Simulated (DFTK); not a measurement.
Ag, 1 atom in the cell. The structure is cubic, space group Fm-3m (No. 225). Conventional cell: a = 4.085 Å, b = 4.085 Å, c = 4.085 Å, α = 90.00°, β = 90.00°, γ = 90.00°. Ag (site symmetry m-3m) is surrounded by 12 Ag at 2.89 Å. 

* Program: DFTK 0.8.2
* Task: relaxation of cell and atoms
* Functional: WC
* Potentials or basis: SG15 1.2 (PBE)
* Cutoff: 1415 eV
* k mesh: 8 × 8 × 8
* Occupations: fermi-dirac, width 0.05 eV
* Spin: no spin polarisation
* Valence electrons: Ag 19
* SCF tolerance on the density: 1e-06
* Kinetic blow-up at the cutoff (BlowupCHV): yes
* Most ionic steps: 30
* Gradient tolerance: 0.0002 Ha/bohr

Potentials or basis: SG15 1.2 (PBE).

The run is started by

```sh
$ julia --threads=1 run.jl  # save.jl only writes the numbers to a file and isn't shown; printed stress counts tension as positive; times include loading and compiling
```

Hardware: 1 thread of Intel(R) Xeon(R) Platinum 8259CL CPU @ 2.50GHz (Skylake/Cascade Lake), with other jobs on the host.

How long does it take, and how much memory?

It took 4.6 min on 1 thread of Intel(R) Xeon(R) Platinum 8259CL CPU @ 2.50GHz (Skylake/Cascade Lake), on a shared host, peak memory 1.7 GiB. Counts: scf iterations 7, k points 29, plane waves 2085, bands 14, ion steps 3.
